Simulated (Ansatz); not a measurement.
# AlAs (F-43m): zone-centre modes against carrier density

Aim: how far do free carriers move the optical modes of AlAs (F-43m)?

Program: Ansatz 0.2.0. Level of theory: DFT LDA, scalar-relativistic, plane waves, PAW; PAW set soft_1. Results are calculated unless marked as measured.

### 1. The starting structure

It takes space group F-43m (No. 216, cubic). The conventional cell has a = 5.661 Å, b = 5.661 Å, c = 5.661 Å, α = 90.00°, β = 90.00°, γ = 90.00°. Al has 4 As at 2.45 Å nearest. Nearest to As lie 4 Al at 2.45 Å. Farther neighbours are not listed.

### 2. Bringing the structure to rest

The cell and atoms are relaxed, since residual forces and stress would shift the frequencies.

Contents of input.yaml:

```yaml
crystal:
  lattice:
    - [0.0, 2.8304, 2.8304]
    - [2.8304, 0.0, 2.8304]
    - [2.8304, 2.8304, 0.0]
  atoms:
    - { symbol: Al, position: [0.0, 0.0, 0.0] }
    - { symbol: As, position: [0.75, 0.75, 0.75] }
kpoints:
  mp_grid: { grid: [8, 8, 8] }
hamiltonian:
  xc: lda
  pseudopotentials: { kind: paw, azcp: { folder: soft_1 }, xc_functional: pbe }
scf:
  occupations: { method: gaussian, width: 0.02 }
output:
  forces: true
  stress: true
  eigenvalues: true
  write_density: true
  write_potential: true
  elf: true
  volumetric_format: npy
relax:
  adjacent_minimum: "off"
  f_tol: 0.005
  max_steps: 80
  cell: { stress_tol: 0.05 }
```

On the command line:

```bash
> ansatz run input.yaml --threads 8 --pin off --max-ram 16384MiB --backend cpu --events-out ev --progress --plain --runs-dir out
```

Numbers of over 12 decimals in the logs are rounded to 6 here.

The log of the run:

```text
Engine: ansatz 0.2.0, aarch64-unknown-linux-gnu
Pseudopotentials: kind: paw
Pseudopotential: Al, paw, valence charge 3, recommended cutoff 420 eV (normal), soft_1/Al.paw.azcp
Pseudopotential: As, paw, valence charge 15, recommended cutoff 420 eV (normal), soft_1/As.paw.azcp
Functional definition: SPW92
  exchange = slater_x
  correlation = pw_c
Crystal: 2 atoms, lattice volume = 45.350 Å³
Basis set: ecut = 420 eV, 893 PW (Γ)
Bands: 13, of which v1, the nominal top of the filled ones, is band 9 counted from 1 (8 counted from 0)
Symmetry: 24 space group operations
Space group: F-43m (ITA 216), of the structure as read, at distance tolerance 3.6e-5 Å
k-points: 29 of 512 (time reversal used)
Non-local potential: Al, projectors of the file, l = 0: 2, l = 1: 2, l = 2: 1
Non-local potential: As, projectors of the file, l = 0: 2, l = 1: 2, l = 2: 3, l = 3: 1
PAW form: soft (Blöchl's): semilocal exchange-correlation on the pseudo side does not see the compensation charge
PAW frozen core: Al, regenerated for the run's functional, and the local potential with it (the file was generated under x = pbe(κ = 0.804, μ = 0.219515), c = pbe(β = 0.066725))
PAW frozen core: As, regenerated for the run's functional, and the local potential with it (the file was generated under x = pbe(κ = 0.804, μ = 0.219515), c = pbe(β = 0.066725))
PAW one-centre angular grid: Al, 110 points (default); XC on 64 Gauss nodes
PAW one-centre angular grid: As, 590 points (default); XC on 64 Gauss nodes
Initial density: superposition of atomic densities (chi_scale 0.1, normalization cell, long waves kept (reshape's long-wave potential 0.00 eV rms))
Initial wavefunctions: pseudopotential atomic-orbital guess
Functional: x = slater, c = lda
SCF iter   1: F=—  HF=-5287.747978 eV  |F-HF|=—  |Δ(HF+E_count)|=         —  Δρ=3.72e-2  dr2=7.57e-1  ethr=3.10e-3  ⟨swp⟩=5.8  Hψ=2323  notcnv=0
preconditioner: auto → none  [insulator: Δε(μ)=1.907 eV  Ē_g=10.126 eV  σ=0.020 eV  W_gap=1.00  n_scr=14 (ndim 8)  ℏωp=15.6 eV  f_vac=0.000  D(μ)=0.00/eV (n_scr^D=0)  ε∞_Penn≈3.4]
SCF iter   2: F=—  HF=-5287.519507 eV  |F-HF|=—  |Δ(HF+E_count)|=   2.28e-1  Δρ=1.57e-2  dr2=8.33e-2  ethr=3.10e-3  ⟨swp⟩=2.1  Hψ=759  notcnv=0
SCF iter   3: F=—  HF=-5287.494717 eV  |F-HF|=—  |Δ(HF+E_count)|=   2.48e-2  Δρ=4.28e-3  dr2=8.68e-3  ethr=4.63e-4  ⟨swp⟩=2.7  Hψ=737  notcnv=0
SCF iter   4: F=—  HF=-5287.491156 eV  |F-HF|=—  |Δ(HF+E_count)|=   3.56e-3  Δρ=8.94e-4  dr2=2.05e-4  ethr=4.82e-5  ⟨swp⟩=2.1  Hψ=751  notcnv=0
SCF iter   5: F=—  HF=-5287.491113 eV  |F-HF|=—  |Δ(HF+E_count)|=   4.39e-5  Δρ=1.74e-4  dr2=5.22e-6  ethr=1.14e-6  ⟨swp⟩=2.5  Hψ=525  notcnv=0
SCF iter   6: F=—  HF=-5287.491113 eV  |F-HF|=—  |Δ(HF+E_count)|=   4.82e-7  Δρ=2.08e-5  dr2=6.99e-8  ethr=5.56e-10  ⟨swp⟩=6.5  Hψ=2212  notcnv=0
SCF iter   7: F=-5287.491113 eV  HF=-5287.491113 eV  |F-HF|=4.98e-10  |Δ(HF+E_count)|=   2.14e-8  Δρ=9.28e-7  dr2=2.87e-10  ethr=3.89e-10  ⟨swp⟩=8.3  Hψ=2600  notcnv=0
SCF 1 converged in 7 iterations: F = -5287.491113 eV  dr2 = 2.87e-10
  greatest PAW one-centre occupation: 0.999 electrons in one spin orbital (limit 2), on the As atom at site 1 (counted from 0), in its partial waves of l = 2
relax step   1: F+E_penalty+E_count = -5287.49111308 eV  Δ(F+E_penalty+E_count) = +0.000e0 eV  max|allowed force component| = 9.570e-17 eV/Å  Δτ_max = 0.0000 Å  P = -1.235 GPa  Ω = 45.350 Å³  (7 SCF iters, dr2 threshold 1.00e-7 eV, accepted)
Crystal: 2 atoms, lattice volume = 44.688 Å³
Initial density: handed on by an earlier stage of this run
Initial wavefunctions: those handed on with the density
iter 1 solved again at ethr=2.16e-6 eV; its pass at ethr=3.10e-3 eV (dr2=3.89e-4 eV) is discarded
SCF iter   1: F=—  HF=-5287.494263 eV  |F-HF|=—  |Δ(HF+E_count)|=         —  Δρ=7.22e-4  dr2=3.60e-4  ethr=2.16e-6  ⟨swp⟩=2.0  Hψ=2613  notcnv=0
preconditioner: auto → none  [insulator: Δε(μ)=1.339 eV  Ē_g=9.945 eV  σ=0.020 eV  W_gap=1.00  n_scr=14 (ndim 8)  ℏωp=15.7 eV  f_vac=0.001  D(μ)=0.00/eV (n_scr^D=0)  ε∞_Penn≈3.5]
SCF iter   2: F=—  HF=-5287.494134 eV  |F-HF|=—  |Δ(HF+E_count)|=   1.29e-4  Δρ=2.80e-4  dr2=3.77e-5  ethr=2.00e-6  ⟨swp⟩=2.2  Hψ=466  notcnv=0
SCF iter   3: F=—  HF=-5287.494120 eV  |F-HF|=—  |Δ(HF+E_count)|=   1.47e-5  Δρ=6.77e-5  dr2=3.29e-6  ethr=2.10e-7  ⟨swp⟩=2.4  Hψ=633  notcnv=0
SCF iter   4: F=-5287.494118 eV  HF=-5287.494118 eV  |F-HF|=3.56e-8  |Δ(HF+E_count)|=   1.78e-6  Δρ=2.07e-5  dr2=1.17e-7  ethr=1.11e-9  ⟨swp⟩=7.0  Hψ=2385  notcnv=0
SCF 2 converged in 4 iterations: F = -5287.494118 eV  dr2 = 1.17e-7
relax step   2: F+E_penalty+E_count = -5287.49411789 eV  Δ(F+E_penalty+E_count) = -3.005e-3 eV  max|allowed force component| = 3.310e-17 eV/Å  Δτ_max = 0.0000 Å  P = -0.166 GPa  Ω = 44.688 Å³  energy of the carried Pulay correction = +8.259e-5 eV  (4 SCF iters, dr2 threshold 2.00e-7 eV, accepted)
Crystal: 2 atoms, lattice volume = 44.587 Å³
iter 1 solved again at ethr=5.23e-8 eV; its pass at ethr=3.10e-3 eV (dr2=9.42e-6 eV) is discarded
SCF iter   1: F=—  HF=-5287.494185 eV  |F-HF|=—  |Δ(HF+E_count)|=         —  Δρ=1.16e-4  dr2=8.81e-6  ethr=5.23e-8  ⟨swp⟩=2.1  Hψ=2532  notcnv=0
preconditioner: auto → none  [insulator: Δε(μ)=1.325 eV  Ē_g=9.953 eV  σ=0.020 eV  W_gap=1.00  n_scr=14 (ndim 8)  ℏωp=15.7 eV  f_vac=0.001  D(μ)=0.00/eV (n_scr^D=0)  ε∞_Penn≈3.5]
SCF iter   2: F=—  HF=-5287.494182 eV  |F-HF|=—  |Δ(HF+E_count)|=   3.00e-6  Δρ=4.91e-5  dr2=1.06e-6  ethr=4.90e-8  ⟨swp⟩=2.5  Hψ=478  notcnv=0
SCF iter   3: F=—  HF=-5287.494182 eV  |F-HF|=—  |Δ(HF+E_count)|=   3.78e-7  Δρ=1.20e-5  dr2=1.03e-7  ethr=5.90e-9  ⟨swp⟩=2.3  Hψ=623  notcnv=0
SCF iter   4: F=-5287.494182 eV  HF=-5287.494182 eV  |F-HF|=5.53e-10  |Δ(HF+E_count)|=   5.57e-8  Δρ=3.52e-6  dr2=3.12e-9  ethr=3.82e-10  ⟨swp⟩=7.7  Hψ=2109  notcnv=0
SCF 3 converged in 4 iterations: F = -5287.494182 eV  dr2 = 3.12e-9
relax step   3: F+E_penalty+E_count = -5287.49418157 eV  Δ(F+E_penalty+E_count) = -6.368e-5 eV  max|allowed force component| = 3.900e-17 eV/Å  Δτ_max = 0.0000 Å  P = +0.005 GPa  Ω = 44.587 Å³  energy of the carried Pulay correction = +9.530e-5 eV  (4 SCF iters, dr2 threshold 6.88e-8 eV, accepted)
Initial wavefunctions: pseudopotential atomic-orbital guess (no wavefunctions were taken with the density)
iter 1 solved again at ethr=1.41e-7 eV; its pass at ethr=3.10e-3 eV (dr2=2.54e-5 eV) is discarded
SCF iter   1: F=—  HF=-5287.494093 eV  |F-HF|=—  |Δ(HF+E_count)|=         —  Δρ=1.09e-5  dr2=1.49e-8  ethr=1.41e-7  ⟨swp⟩=2.9  Hψ=3340  notcnv=0
preconditioner: auto → none  [insulator: Δε(μ)=1.324 eV  Ē_g=9.952 eV  σ=0.020 eV  W_gap=1.00  n_scr=14 (ndim 8)  ℏωp=15.7 eV  f_vac=0.001  D(μ)=0.00/eV (n_scr^D=0)  ε∞_Penn≈3.5]
SCF iter   2: F=—  HF=-5287.494093 eV  |F-HF|=—  |Δ(HF+E_count)|=   4.37e-9  Δρ=5.80e-6  dr2=5.09e-9  ethr=8.30e-11  ⟨swp⟩=2.2  Hψ=633  notcnv=0
SCF iter   3: F=—  HF=-5287.494093 eV  |F-HF|=—  |Δ(HF+E_count)|=   1.41e-9  Δρ=1.49e-6  dr2=5.74e-10  ethr=2.83e-11  ⟨swp⟩=2.0  Hψ=492  notcnv=0
SCF iter   4: F=-5287.494093 eV  HF=-5287.494093 eV  |F-HF|=1.46e-11  |Δ(HF+E_count)|=  9.91e-11  Δρ=3.94e-7  dr2=1.43e-11  ethr=1.00e-12  ⟨swp⟩=4.2  Hψ=1775  notcnv=0
SCF 4 converged in 4 iterations: F = -5287.494093 eV  dr2 = 1.43e-11
relax step   4: F+E_penalty+E_count = -5287.49409272 eV  Δ(F+E_penalty+E_count) = +8.886e-5 eV  max|allowed force component| = 4.886e-17 eV/Å  Δτ_max = 0.0000 Å  P = +0.002 GPa  Ω = 44.587 Å³  stress off target by 1.91e-3 GPa  SCF on the basis re-selected at this cell (its energy is not comparable with the rows above)  (4 SCF iters)
basis re-selected at this cell: Δ(F+E_penalty+E_count) = +8.886e-5 eV, ΔP = -0.003 GPa vs the last step (what re-selecting the basis moved, of the pressure what is left beyond the Pulay correction that the steps carried, after the strain that the cell walked since its last selection, with what the two solves' SCF thresholds leave and, on support functions, any second-order correction that the steps lacked; it is no m [...]
SCF converged after 4 iterations
Free energy (F): -5287.494093 eV
Harris-Foulkes:  -5287.494093 eV  (|F-HF|=1.46e-11)
Internal energy: -5287.494093 eV  (E = F + TS)
E sigma→0 (E₀):  -5287.494093 eV
Fermi energy:    6.707099 eV
--- Per-component energies (eV) ---
  E_band       = -274.265820
  E_kinetic    = 121.813557
  E_local      = -2373.729172  (includes V_loc(G=0)·N_el)
  E_nonlocal   = -378.880893
  E_hartree    = 1291.380278
  E_xc         = -107.992280
  E_vxc        = -103.983246  (∫ρ·V_xc dr)
  E_paw        = -2377.620210  (= ΣΔE_a)
  E_vpaw       = -122.246685  (= ΣTr[D̂ρ^β])
  E_aug_tail   = -0.000017  (compensation charges beyond the density's cutoff)
  E_ewald      = -1464.596301
  E_core_change = 2.130946  (= ΣΔE_core)
  E_smearing   = -0.000000  (= −TS)
  E_closure    = 0.000000  (closes the sum)
  Σ components = -5287.494093   (vs F -5287.494093, Δ=0.00e0)
--- Forces (eV/Å), atoms counted from 1 ---
  atom   1  Al    -0.00000000     0.00000000     0.00000000
  atom   2  As     0.00000000     0.00000000    -0.00000000
  max |Σ_I F_I| component: 9.66e-17 eV/Å
--- Stress (GPa, compression-positive) ---
        0.001913       0.000000       0.000000
        0.000000       0.001913       0.000000
        0.000000       0.000000       0.001913
  P = ⅓ Tr σ = 0.0019 GPa (0.019 kbar)
--- Band table (eV; the first three rows and the last of 29) ---
  k-point 0: bands = [... 5 lower, -5.9580, 6.0452, 6.0452, 6.0452, 8.0291, 10.3419, 10.3419, 10.3419]
  k-point 1: bands = [... 5 lower, -5.8029, 4.5865, 5.8826, 5.8826, 8.7979, 10.6260, 10.6260, 10.7304]
  k-point 2: bands = [... 5 lower, -5.3724, 2.6026, 5.5623, 5.5623, 8.6131, 10.9623, 10.9623, 12.4703]
  k-point 28: bands = [... 5 lower, -3.9273, 0.9120, 2.7924, 3.1611, 10.3065, 11.7059, 11.7313, 12.0531]
--- Relaxed structure (3 steps of the walk, 3 accepted, 1 SCFs on fresh bases) ---
  F+E_penalty+E_count = -5287.49409272 eV   max|allowed force component| = 4.886e-17 eV/Å   (the final SCF, on the basis selected at the relaxed cell)
  cell:  # Å, volume = 44.5866 Å³
    - [0, 2.814437, 2.814437]
    - [2.814437, 0, 2.814437]
    - [2.814437, 2.814437, 0]
  atoms:
    - { symbol: Al, position: [0, 0, 0] }
    - { symbol: As, position: [0.750000, 0.750000, 0.750000] }
```

Wall time 1.3 s (8 threads of Arm Neoverse V2, shared host); peak memory 0.35 GiB; 7.2 s of CPU time.

Step by step:

| step | energy less that of the first step (eV) | largest force component (eV/Å) | pressure (GPa) | volume (Å³) |
| --- | --- | --- | --- | --- |
| 1 | 0.0000 | 0.0000 | -1.23 | 45.35 |
| 2 | -0.0030 | 0.0000 | -0.17 | 44.69 |
| 3 | -0.0031 | 0.0000 | 0.00 | 44.59 |
| 4* | -0.0030 | 0.0000 | 0.00 | 44.59 |

Relaxation steps marked * repeat the geometry before them on a plane-wave basis chosen anew for their cell, so energy and pressure can jump there.

Forces are held to the 24 operations that the run works with; a distortion that breaks them can't arise in this run.

```csv
"conventional cell, symmetrised",before,after,change
a (Å),5.661,5.629,-0.6 %
b (Å),5.661,5.629,-0.6 %
c (Å),5.661,5.629,-0.6 %
volume (Å³/atom),22.67,22.29,-1.7 %
```

Final coordinates:

```
Al As
1.0
     0.00000    2.81444    2.81444
     2.81444    0.00000    2.81444
     2.81444    2.81444    0.00000
Al As
1 1
Direct
  0.00000 0.00000 0.00000
  0.75000 0.75000 0.75000
```

Numbers from this step:

| Property | Result |
| --- | --- |
| pressure | 0.001913 GPa |
| gap on the k-mesh | 1.324 eV |
| volume per atom | 22.29 Å³ |

ELF in the ac plane of a cell with a along [110], b along [-110] and c along [001] of the cube at fractional y = 0.000, with atoms of Al and As within 0.2 Å of it. It is the smooth field of the valence electrons, not physical close to the nuclei.

Ten even steps from '_' (0.02) to '@' (0.89), each cell a mean:
```
____--====----====..______--====----====..__
::::::::........::::::::::::::........::::::
==--::..________..--====--::..________..--==
--::..__________..::::--::..__________..::::
....________________......________________..
____________________________________________
______..::----..____________..::----..______
____..--++****==::________..--++****==::____
__..--**######**==::____..--**######**==::__
__::++**++==++****==..__::++**++==++****==..
::==##**--....++##**--::==##**--....++##**--
==##%%##--__..**%%%%++==##%%##--__..**%%%%++
==%%@@@@**==++%%@@@@++==%%@@@@**==++%%@@@@++
..**@@@@%%####@@@@%%::..**@@@@%%####@@@@%%::
--..##%%######%%%%==..--..##%%######%%%%==..
```
Columns run along a (8.0 Å), rows up along c (5.6 Å), edges of the conventional cell, whose origin can differ from the input's. Atoms in or near the plane, at fractional coordinates: Al at (0.50, 0.00), Al at (0.00, 0.00), As at (0.75, 0.25), As at (0.25, 0.25).

Valence density in the ac plane of a cell with a along [110], b along [-110] and c along [001] of the cube at fractional y = 0.000, with atoms of Al and As within 0.2 Å of it. It is the smooth field of the valence electrons, not physical close to the nuclei.

Values in e/Å³, 8 rows by 16 columns, each cell a mean:
```
 0  0  0  0  0  0  0  0  0  0  0  0  0  0  0  0
 0  0  0  0  0  0  0  0  0  0  0  0  0  0  0  0
 0  0  0  0  0  0  0  0  0  0  0  0  0  0  0  0
 0  0  0  0  0  0  0  0  0  0  0  0  0  0  0  0
 0  0  0  1  1  0  0  0  0  0  0  1  1  0  0  0
 0  0  1 11 18  2  0  0  0  0  1 11 18  2  0  0
 0  0  1  7 11  1  0  0  0  0  1  7 11  1  0  0
 0  0  0  0  0  0  0  0  0  0  0  0  0  0  0  0
```
Columns run along a (8.0 Å), rows up along c (5.6 Å), edges of the conventional cell, whose origin can differ from the input's. Atoms in or near the plane, at fractional coordinates: Al at (0.50, 0.00), Al at (0.00, 0.00), As at (0.75, 0.25), As at (0.25, 0.25).

Electrostatic potential energy in the ac plane of a cell with a along [110], b along [-110] and c along [001] of the cube at fractional y = 0.000, with atoms of Al and As within 0.2 Å of it. With pseudopotentials it is smooth inside the atoms' cores, unlike the true potential.

Values in eV, 8 rows by 16 columns, each cell a mean:
```
 0 -7  5  9  9  7 -4 -4  0 -7  5  9  9  7 -4 -4
 2  6  9 10 10  9  7  3  2  6  9 10 10  9  7  3
10 10 10 10 10 10 10 10 10 10 10 10 10 10 10 10
11 11 10  9  9 10 10 11 11 11 10  9  9 10 10 11
11 10  6 -2 -3  3  9 10 11 10  6 -2 -3  3  9 10
 9  7 -7  8 14 -7  4  9  9  7 -7  8 14 -7  4  9
-2  2 -5  2  6 -7  2 -1 -2  2 -5  2  6 -7  2 -1
 7 -8  3  2  1  4 -6  1  7 -8  3  2  1  4 -6  1
```
Columns run along a (8.0 Å; values clipped at the 3rd and 97th percentile), rows up along c (5.6 Å), edges of the conventional cell, whose origin can differ from the input's. Atoms in or near the plane, at fractional coordinates: Al at (0.50, 0.00), Al at (0.00, 0.00), As at (0.75, 0.25), As at (0.25, 0.25).

In this step the volume went from 22.67 to 22.29 Å³/atom.

### 3. Tight relaxation

Phonons need small forces and stress, so the relaxation is finished with tight tolerances on 8×8×8 k points.

input.yaml, the sections that differ from step 2:

```yaml
crystal:
  lattice:
    - [0.0, 2.8144367009, 2.8144367009]
    - [2.8144367009, 0.0, 2.8144367009]
    - [2.8144367009, 2.8144367009, 0.0]
  atoms:
    - { symbol: Al, position: [0.0, 0.0, 0.0] }
    - { symbol: As, position: [0.75, 0.75, 0.75] }
scf:
  occupations: { method: fixed }
output:
  forces: true
  stress: true
  eigenvalues: true
relax:
  adjacent_minimum: "off"
  f_tol: 0.001
  max_steps: 60
  cell: { stress_tol: 0.01 }
# kpoints, hamiltonian: as in step 2
```

The log of the run:

```text
[...]
Crystal: 2 atoms, lattice volume = 44.587 Å³
Basis set: ecut = 420 eV, 893 PW (Γ)
Bands: 13, of which v1, the nominal top of the filled ones, is band 9 counted from 1 (8 counted from 0)
Symmetry: 24 space group operations
[...]
k-points: 29 of 512 (time reversal used)
[...]
k-point 28: bands = [... 5 lower, -3.9273, 0.9120, 2.7924, 3.1611, 10.3065, 11.7059, 11.7313, 12.0531]
--- Relaxed structure (1 steps of the walk, 1 accepted, 1 SCFs on fresh bases) ---
[...]
cell:  # Å, volume = 44.5866 Å³
    - [0.0, 2.8144367009, 2.8144367009]
    - [2.8144367009, 0.0, 2.8144367009]
    - [2.8144367009, 2.8144367009, 0.0]
  atoms:
    - { symbol: Al, position: [0.0, 0.0, 0.0] }
    - { symbol: As, position: [0.75, 0.75, 0.75] }
[key lines of the parts left out:]
SCF converged after 5 iterations
Free energy (F): -5287.494093 eV
Fermi energy:    6.045210 eV
P = ⅓ Tr σ = 0.0019 GPa (0.019 kbar)
```

Run time: 0.72 s. Hardware: 8 threads; peak memory 0.34 GiB.

Little changed from the start: no atom moved by 0.005 Å and no cell edge by 0.1 %.

This step gave:

* pressure: 0.001916 GPa

The forces vanish by symmetry and the pressure is 0.002 GPa, within the tolerances set. The cell now holds 22.29 Å³/atom.

### 4. Ground state of a member: no carriers

The cell of the neutral crystal is kept with no carriers. The bands are sampled on 36×36×36 points with Fermi-Dirac filling of 0.03 eV.

input.yaml, the sections that differ from step 3:

```yaml
kpoints:
  mp_grid: { grid: [36, 36, 36] }
scf:
  occupations: { method: fermi_dirac, width: 0.03 }
# crystal, hamiltonian, output: as in step 3
# relax: removed
```

The log of the run:

```text
[...]
Crystal: 2 atoms, lattice volume = 44.587 Å³
Basis set: ecut = 420 eV, 893 PW (Γ)
Bands: 13, of which v1, the nominal top of the filled ones, is band 9 counted from 1 (8 counted from 0)
Symmetry: 24 space group operations
[...]
k-points: 1240 of 46656 (time reversal used)
[...]
SCF iter   1: F=—  HF=-5287.760080 eV  |F-HF|=—  |Δ(HF+E_count)|=         —  Δρ=3.79e-2  dr2=7.68e-1  ethr=3.10e-3  ⟨swp⟩=6.0  Hψ=101246  notcnv=0
[...]
SCF iter   7: F=-5287.495944 eV  HF=-5287.495944 eV  |F-HF|=3.71e-10  |Δ(HF+E_count)|=   1.71e-8  Δρ=7.84e-7  dr2=1.88e-10  ethr=3.96e-10  ⟨swp⟩=5.0  Hψ=75133  notcnv=0
SCF 1 converged in 7 iterations: F = -5287.495944 eV  dr2 = 1.88e-10
[...]
SCF converged after 7 iterations
Free energy (F): -5287.495944 eV
[...]
Internal energy: -5287.495944 eV  (E = F + TS)
E sigma→0 (E₀):  -5287.495944 eV
Fermi energy:    6.728831 eV
[...]
--- Stress (GPa, compression-positive) ---
        0.004702      -0.000000      -0.000000
       -0.000000       0.004702       0.000000
       -0.000000       0.000000       0.004702
  P = ⅓ Tr σ = 0.0047 GPa (0.047 kbar)
--- Band table (eV; the first three rows and the last of 1240) ---
  k-point 0: bands = [... 5 lower, -5.9591, 6.0439, 6.0439, 6.0439, 8.0283, 10.3417, 10.3417, 10.3417]
  k-point 1: bands = [... 5 lower, -5.9514, 5.9268, 6.0349, 6.0349, 8.1215, 10.3470, 10.3581, 10.3581]
  k-point 2: bands = [... 5 lower, -5.9281, 5.6308, 6.0085, 6.0085, 8.3385, 10.3730, 10.4058, 10.4058]
  k-point 1239: bands = [... 5 lower, -3.9289, 0.9115, 2.7916, 3.1604, 10.3060, 11.7052, 11.7311, 12.0527]
```

Wall time 7.5 s (8 threads); peak memory 1.1 GiB; 57 s of CPU time.

The column dr2 measures how far the density is from self-consistency, as an energy; F and HF (Harris–Foulkes) agree once it is small.

The forces vanish by symmetry.

[end of part 1 of 2]

[Logs are printed without paths, hosts, clocks, repeated set-up lines and the standing remarks that a program may print on its own settings, such as how far it seeks lower states.]

[Hosts, paths, dates, database ids (printed as entryN), source tags and the programs' standing remarks are cut or masked in the printed files.]
